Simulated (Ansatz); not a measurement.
# W (Fm-3m) in Ansatz: notebook

The runs below take W through single point, with r2SCAN0, r2SCANh.

All numbers are computed with Ansatz 0.2.0; they aren't measurements. Logs are shortened: lines on timing, memory, paths and dates and some standing lists are left out, and cuts for length are marked.

### 1 The structure

It takes space group Fm-3m (No. 225, cubic). Conventional cell: a = 4.060 Å, b = 4.060 Å, c = 4.060 Å, α = 90.00°, β = 90.00°, γ = 90.00°. W (site symmetry m-3m) is surrounded by 12 W at 2.87 Å.

This isn't the form of W at room conditions, which is bcc.

### 2 Single point, r2SCAN0

input.yaml reads:

```yaml
crystal:
  lattice:
    - [0.0, 2.03, 2.03]
    - [2.03, 0.0, 2.03]
    - [2.03, 2.03, 0.0]
  atoms:
    - { symbol: W, position: [0.0, 0.0, 0.0] }
hamiltonian:
  xc: r2scan0
  pseudopotentials: { kind: paw }
kpoints:
  mp_grid: { grid: [6, 6, 6] }
scf:
  occupations: { method: fermi_dirac, width: 0.05 }
output:
  forces: true
  stress: true
  eigenvalues: true
```

Potentials or basis: Ansatz PAW.

The run is started by

```
> ansatz run input.yaml --threads 2 --pin off --max-ram 5632MiB --backend cpu --events-out ev --progress --plain --runs-dir out
```

Standard output:

```text
Warning: output.stress: scf.convergence.dr2_threshold = 1e-7 eV (the SCF's general default) is looser than the 1e-10 eV advised for a printed stress (1e-10 eV for each atom of the cell: 1). What an SCF threshold leaves in a stress goes as its square root, and in the free energy as the threshold itself, and one threshold admits the most on a small cell: of the crystals measured, under no hybrid functional and no lock of the moments, on runs that ended without the residual-converged pass, on stresses that held no estimate of that error, the worst erred by over 100 MPa in a component at 1e-7 eV an atom and by under 5 at 1e-10. Set scf.convergence.dr2_threshold to 1e-10 eV or tighter. The threshold is an SCF's pass mark: one that does not reach it within its budget of iterations ends unconverged, or closes short of it on a stop that the run arms, and scf.convergence.dr2_threshold's page says what that costs each kind of run
Warning: output.stress: scf.exx.energy_threshold = 1e-6 eV is looser than the 1e-8 eV advised for a stress under a hybrid functional (1e-8 eV for each atom of the cell: 1). Every SCF of the exchange loop can meet its threshold on dr2 while the loop round them stops early: no threshold on dr2 bounds what that leaves in the stress. Set scf.exx.energy_threshold to 1e-8 eV or tighter. The threshold is the loop's pass mark: a loop that does not reach it within its budget of cycles ends unconverged, and scf.exx.energy_threshold's page has the law
Warning: RAYON_NUM_THREADS=2 ignored (pool sized by the plan → 2); use --threads N
Engine: ansatz 0.2.0, aarch64-unknown-linux-gnu
Pseudopotentials: kind: paw
Pseudopotential: W, paw, valence charge 14, recommended cutoff 500 eV (meta_gga), W.paw.azcp
Functional definition: r2SCAN0
  parameter a = 0.25
  parameter k0 = 0.174
  parameter k1 = 0.065
  parameter a1 = 4.9479
  exchange = (1 - a)*r2scan_x(k0 = k0, k1 = k1, a1 = a1) + a*exact_x
  correlation = r2scan_c
Crystal: 1 atoms, lattice volume = 16.731 Å³
Basis set: ecut = 500 eV, 411 PW (Γ), exchange–correlation on 96×96×96 points (64 copies of the dense FFT grid, shifted against one another)
Bands: 11, of which v1, the nominal top of the filled ones, is band 7 counted from 1 (6 counted from 0)
Symmetry: 48 space group operations
Space group: Fm-3m (ITA 225), of the structure as read, at distance tolerance 2.6e-5 Å
k-points: 16 of 216
Non-local potential: W, projectors of the file, l = 0: 3, l = 1: 2, l = 2: 2, l = 3: 1
PAW form: soft (Blöchl's): semilocal exchange-correlation on the pseudo side does not see the compensation charge
PAW frozen core: W, regenerated for the run's functional, and the local potential with it (the file was generated under x = pbe(κ = 0.804, μ = 0.2195149727645171), c = pbe(β = 0.06672455060314922))
PAW one-centre angular grid: W, 590 points (default); XC on 160 Gauss nodes
Initial density: superposition of atomic densities (neutral atoms: chi_scale 0, normalization atom), corrected by the library's trained network
Initial wavefunctions: pseudopotential atomic-orbital guess
Functional: x = r2scan, c = r2scan; τ floored in thin density (d = 2e-4 eV/Å³), warm-up for x = 0.75 r2scan + 0.25 exact, c = r2scan; τ floored in thin density (d = 2e-4 eV/Å³)
SCF iter   1: F=—  HF=-10396.662953 eV  |F-HF|=—  |Δ(HF+E_count)|=         —  Δρ=6.36e-3  dr2=2.00e-3  dr2_τ=3.10e-2  ethr=1.77e-3  ⟨swp⟩=6.6  Hψ=674  notcnv=0
preconditioner: auto → none  [metal: Δε(μ)=0.100 eV  Ē_g=8.810 eV  σ=0.050 eV  W_gap=0.41  n_scr=0 (ndim 8)  ℏωp=22.2 eV  f_vac=0.000  D(μ)=2.23/eV (n_scr^D=26)]
SCF iter   2: F=—  HF=-10396.675467 eV  |F-HF|=—  |Δ(HF+E_count)|=   1.25e-2  Δρ=3.84e-3  dr2=6.97e-4  dr2_τ=1.71e-4  ethr=1.43e-5  ⟨swp⟩=3.1  Hψ=455  notcnv=0
iter 3 solved again at ethr=3.92e-8 eV; its pass at ethr=4.98e-6 eV (dr2=5.49e-6 eV) is discarded
SCF iter   3: F=—  HF=-10396.675975 eV  |F-HF|=—  |Δ(HF+E_count)|=   5.08e-4  Δρ=2.50e-4  dr2=5.35e-6  dr2_τ=1.59e-5  ethr=3.92e-8  ⟨swp⟩=3.0  Hψ=678  notcnv=0
SCF iter   4: F=—  HF=-10396.675975 eV  |F-HF|=—  |Δ(HF+E_count)|=   4.61e-7  Δρ=7.59e-5  dr2=5.43e-7  dr2_τ=4.79e-8  ethr=3.82e-8  ⟨swp⟩=2.0  Hψ=295  notcnv=0
SCF iter   5: F=—  HF=-10396.675975 eV  |F-HF|=—  |Δ(HF+E_count)|=   7.00e-8  Δρ=1.66e-5  dr2=2.67e-8  dr2_τ=2.34e-9  ethr=3.88e-9  ⟨swp⟩=2.0  Hψ=294  notcnv=0
SCF iter   6: F=—  HF=-10396.675975 eV  |F-HF|=—  |Δ(HF+E_count)|=   7.68e-9  Δρ=3.95e-6  dr2=8.62e-10  dr2_τ=2.35e-10  ethr=1.91e-10  ⟨swp⟩=3.0  Hψ=376  notcnv=0
SCF iter   7: F=-10396.675975 eV  HF=-10396.675975 eV  |F-HF|=2.91e-11  |Δ(HF+E_count)|=  8.64e-10  Δρ=5.78e-7  dr2=5.11e-11  dr2_τ=4.42e-12  ethr=6.16e-12  ⟨swp⟩=3.0  Hψ=334  notcnv=0
SCF 1 converged in 7 iterations: F = -10396.675975 eV  dr2 = 5.11e-11
Initial density: handed on by an earlier stage of this run
Initial wavefunctions: those handed on with the density
Functional: x = 0.75 r2scan + 0.25 exact, c = r2scan; τ floored in thin density (d = 2e-4 eV/Å³)
Frozen-core exchange: fock
iter 1 solved again at ethr=1.23e-4 eV; its pass at ethr=1.00e-1 eV (dr2=1.72e-2 eV) is discarded
SCF iter   1: F=—  HF=-10392.365246 eV  |F-HF|=—  |Δ(HF+E_count)|=         —  Δρ=1.01e-2  dr2=2.57e-2  dr2_τ=3.43e-3  ethr=1.23e-4  ⟨swp⟩=3.1  Hψ=743  notcnv=0
preconditioner: auto → none  [insulator: Δε(μ)=0.198 eV  Ē_g=10.543 eV  σ=0.050 eV  W_gap=0.76  n_scr=0 (ndim 8)  ℏωp=22.2 eV  f_vac=0.000  D(μ)=0.58/eV (n_scr^D=0)]
SCF iter   2: F=—  HF=-10392.356295 eV  |F-HF|=—  |Δ(HF+E_count)|=   8.95e-3  Δρ=2.40e-3  dr2=8.02e-3  dr2_τ=5.29e-4  ethr=1.23e-4  ⟨swp⟩=3.0  Hψ=425  notcnv=0
SCF iter   3: F=—  HF=-10392.356028 eV  |F-HF|=—  |Δ(HF+E_count)|=   2.66e-4  Δρ=7.11e-4  dr2=2.36e-5  dr2_τ=5.33e-6  ethr=4.92e-6  ⟨swp⟩=3.0  Hψ=356  notcnv=0
SCF iter   4: F=—  HF=-10392.356032 eV  |F-HF|=—  |Δ(HF+E_count)|=   3.55e-6  Δρ=3.37e-5  dr2=1.18e-7  dr2_τ=7.44e-8  ethr=1.68e-7  ⟨swp⟩=2.1  Hψ=297  notcnv=0
SCF iter   5: F=-10392.356032 eV  HF=-10392.356032 eV  |F-HF|=1.52e-9  |Δ(HF+E_count)|=   2.72e-8  Δρ=5.31e-6  dr2=9.99e-10  dr2_τ=5.98e-10  ethr=8.43e-10  ⟨swp⟩=3.4  Hψ=504  notcnv=0  defer=1
SCF 2 converged in 5 iterations: F = -10392.356032 eV  dr2 = 9.99e-10
hybrid outer 1: dexx = +1.198e-2 eV, tail = 1.43e-2 eV
Frozen-core exchange: fock
SCF iter   1: F=—  HF=-10392.370745 eV  |F-HF|=—  |Δ(HF+E_count)|=         —  Δρ=1.20e-3  dr2=2.41e-4  dr2_τ=1.32e-5  ethr=5.12e-4  ⟨swp⟩=2.0  Hψ=352  notcnv=0
preconditioner: auto → none  [insulator: Δε(μ)=0.538 eV  Ē_g=10.524 eV  σ=0.050 eV  W_gap=0.92  n_scr=0 (ndim 8)  ℏωp=22.2 eV  f_vac=0.000  D(μ)=0.34/eV (n_scr^D=0)]
SCF iter   2: F=-10392.370675 eV  HF=-10392.370676 eV  |F-HF|=5.94e-7  |Δ(HF+E_count)|=   6.94e-5  Δρ=1.37e-4  dr2=3.73e-5  dr2_τ=4.64e-7  ethr=1.44e-6  ⟨swp⟩=3.0  Hψ=344  notcnv=0
SCF 3 stopped early in 2 iterations: F = -10392.370675 eV  dr2 = 3.73e-5
hybrid outer 2: dexx = +4.031e-4 eV, tail = 1.10e-4 eV, Δε = 1.85e-1 eV (about 2.37e-2 eV left of the loop's levels)
Frozen-core exchange: fock
SCF iter   1: F=—  HF=-10392.371058 eV  |F-HF|=—  |Δ(HF+E_count)|=         —  Δρ=1.98e-4  dr2=8.36e-6  dr2_τ=3.19e-7  ethr=2.72e-6  ⟨swp⟩=2.9  Hψ=379  notcnv=0
preconditioner: auto → none  [insulator: Δε(μ)=0.557 eV  Ē_g=10.523 eV  σ=0.050 eV  W_gap=0.92  n_scr=0 (ndim 8)  ℏωp=22.2 eV  f_vac=0.000  D(μ)=0.34/eV (n_scr^D=0)]
SCF iter   2: F=—  HF=-10392.371057 eV  |F-HF|=—  |Δ(HF+E_count)|=   1.56e-6  Δρ=1.67e-5  dr2=3.87e-6  dr2_τ=1.86e-8  ethr=3.20e-8  ⟨swp⟩=3.0  Hψ=349  notcnv=0
SCF iter   3: F=—  HF=-10392.371116 eV  |F-HF|=—  |Δ(HF+E_count)|=   5.93e-5  Δρ=5.48e-5  dr2=2.41e-7  dr2_τ=4.94e-8  ethr=1.90e-10  ⟨swp⟩=4.1  Hψ=560  notcnv=0
SCF iter   4: F=—  HF=-10392.371116 eV  |F-HF|=—  |Δ(HF+E_count)|=   3.77e-9  Δρ=4.62e-6  dr2=9.55e-8  dr2_τ=4.69e-10  ethr=1.90e-10  ⟨swp⟩=3.0  Hψ=396  notcnv=0
SCF iter   5: F=—  HF=-10392.371116 eV  |F-HF|=—  |Δ(HF+E_count)|=   6.00e-7  Δρ=1.40e-5  dr2=1.10e-8  dr2_τ=1.82e-9  ethr=5.84e-12  ⟨swp⟩=4.3  Hψ=564  notcnv=0
SCF iter   6: F=-10392.371116 eV  HF=-10392.371116 eV  |F-HF|=3.64e-12  |Δ(HF+E_count)|=  2.35e-10  Δρ=8.08e-7  dr2=4.61e-10  dr2_τ=1.65e-11  ethr=5.84e-12  ⟨swp⟩=3.0  Hψ=387  notcnv=0
SCF 4 converged in 6 iterations: F = -10392.371116 eV  dr2 = 4.61e-10
  Residual-converged pass: ⟨swp⟩=2.0  Hψ=244  notcnv=0  max |occ|·‖R‖ = 2.4e-6 eV (tolerance 2.4e-6 eV)  dr2=4.61e-10  dr2_τ=1.66e-11  dr2_onsite=3.27e-12  max |Δocc| = 2.2e-14
hybrid outer 3: dexx = +9.281e-6 eV, tail = 8.59e-9 eV, Δε = 2.23e-2 eV (about 2.63e-4 eV left of the loop's levels)
hybrid SCF converged: 3 outer / 13 inner (+7 warm-up), last move |dexx| = 9.28e-6 eV, tail = 8.59e-9 eV
Stability not checked: this state was not tested for a lower state beside it, because the functional holds exact exchange (a hybrid, or Hartree-Fock), whose exchange loop this test does not read (fock_operator; see scf.lower_state_search)
Free energy (F): -10392.371116 eV
Frozen-core exchange: fock
Harris-Foulkes:  -10392.371116 eV  (|F-HF|=3.64e-12)
Internal energy: -10392.367700 eV  (E = F + TS)
E sigma→0 (E₀):  -10392.369408 eV
Entropy (-TS):   -0.003417 eV (-3.417 meV/atom)
Fermi energy:    20.427617 eV
--- Per-component energies (eV) ---
  E_band       = -142.237635
  E_kinetic    = 446.994740
  E_local      = -631.144564  (includes V_loc(G=0)·N_el)
  E_nonlocal   = 1.322180
  E_hartree    = 223.028208
  E_xc         = -192.268926
  E_vxc        = -198.260450  (∫ρ·V_xc dr)
  E_exx        = -45.903590  (= α·E_x^exact, valence–valence)
  E_paw        = -8597.462605  (= ΣΔE_a)
  E_vpaw       = -124.857001  (= ΣTr[D̂ρ^β])
  E_aug_tail   = -0.000039  (compensation charges beyond the density's cutoff)
  E_vtau       = 9.458326  (kinetic-family band-sum trace: ∫τ·v_τ [+ j·A + Jᵃ·Aᵃ] dr)
  E_ewald      = -1593.595583
  E_core_change = -3.337520  (= ΣΔE_core)
  E_smearing   = -0.003417  (= −TS)
  E_closure    = 0.000000  (closes the sum)
  Σ components = -10392.371116   (vs F -10392.371116, Δ=0.00e0)
--- Forces (eV/Å), atoms counted from 1 ---
  atom   1  W     -0.00000000    -0.00000000    -0.00000000
  max |Σ_I F_I| component: 2.05e-32 eV/Å
--- Stress (GPa, compression-positive) ---
      -11.816919      -0.000000      -0.000000
        0.000000     -11.816919       0.000000
        0.000000      -0.000000     -11.816919
  P = ⅓ Tr σ = -11.8169 GPa (-118.169 kbar)
--- Band table (eV; the first three rows and the last of 16) ---
  k-point 0: bands = ["-58.8523", "-20.5308", "-20.5308", "-20.5308", "9.6968", "19.5661", "19.5661", "19.5661", "24.4080", "24.4080", "34.7919"]
  k-point 1: bands = ["-58.8212", "-20.8801", "-20.5748", "-20.5748", "10.9726", "18.6786", "20.1861", "20.1861", "24.0205", "24.0205", "36.5072"]
  k-point 2: bands = ["-58.7582", "-21.5377", "-20.6583", "-20.6583", "13.1774", "18.5881", "20.0514", "20.0514", "25.2694", "25.2694", "33.8060"]
  k-point 15: bands = ["-58.6855", "-21.5728", "-21.1851", "-21.0092", "15.2794", "16.0599", "19.5746", "23.9878", "27.4363", "30.9635", "32.5168"]
```

Wall time 7.8 s (2 threads of Arm Neoverse V1, shared host); peak memory 0.65 GiB.

What came out:

```yaml
Free_energy: -10392.3711 eV
Pressure: -11.8 GPa
Band_gap_on_the_k_mesh: none (metal or under the smearing width)
```

Levels at points of the mesh, in eV from the Fermi level:
| k point | band 3 | band 4 | band 5 | band 6 | band 7 | band 8 | band 9 | band 10 | band 11 |
| --- | --- | --- | --- | --- | --- | --- | --- | --- | --- |
| (0.00, 0.00, 0.00) | -40.96 | -40.96 | -10.73 | -0.86 | -0.86 | -0.86 | 3.98 | 3.98 | 14.36 |
| (0.00, 0.00, -0.50) | -41.13 | -41.13 | -6.85 | -0.77 | -0.77 | 0.43 | 6.39 | 6.39 | 11.95 |
| (0.00, -0.50, -0.50) | -41.41 | -41.41 | -6.47 | -5.65 | 3.27 | 6.65 | 6.97 | 6.97 | 13.33 |

Caveat: the k mesh is coarse (spacing up to 0.45 Å⁻¹), so the values aren't converged, least of all with exact exchange; the PAW data sets come from PBE, with cores solved anew for the run's functional, which leaves a small shift of forces and pressure; the thresholds are loose for stress. The run has no spin-orbit coupling, so splittings on W are missing.

### 3 Single point, r2SCANh

Changes to input.yaml since step 2:

```diff
@@ -8,3 +8,3 @@
 hamiltonian:
-  xc: r2scan0
+  xc: r2scanh
   pseudopotentials: { kind: paw }
```

Potentials or basis: Ansatz PAW.

The run is started by

```
> ansatz run input.yaml --threads 2 --pin off --max-ram 5632MiB --backend cpu --events-out ev --progress --plain --runs-dir out
```

It took 7 s on 2 threads of Arm Neoverse V1, shared host; peak memory 0.65 GiB.

The run converged. Its results:

```
Free energy            : -10394.9403 eV
Pressure               : -8.7 GPa
Band gap on the k mesh : none (metal or under the smearing width)
```

Levels at points of the mesh, in eV from the Fermi level:
| k point | band 5 | band 6 | band 7 | band 8 | band 9 | band 10 |
| --- | --- | --- | --- | --- | --- | --- |
| (0.00, 0.00, 0.00) | -10.07 | -0.85 | -0.85 | -0.85 | 3.06 | 3.06 |
| (0.00, 0.00, -0.50) | -6.37 | -0.90 | -0.90 | 0.26 | 5.46 | 5.46 |
| (0.00, -0.50, -0.50) | -6.09 | -5.22 | 2.92 | 5.60 | 6.09 | 6.09 |

Caveat: the k mesh is coarse (spacing up to 0.45 Å⁻¹), so the values aren't converged, least of all with exact exchange; the PAW data sets come from PBE, with cores solved anew for the run's functional, which leaves a small shift of forces and pressure; the thresholds are loose for stress. The run has no spin-orbit coupling, so splittings on W are missing.
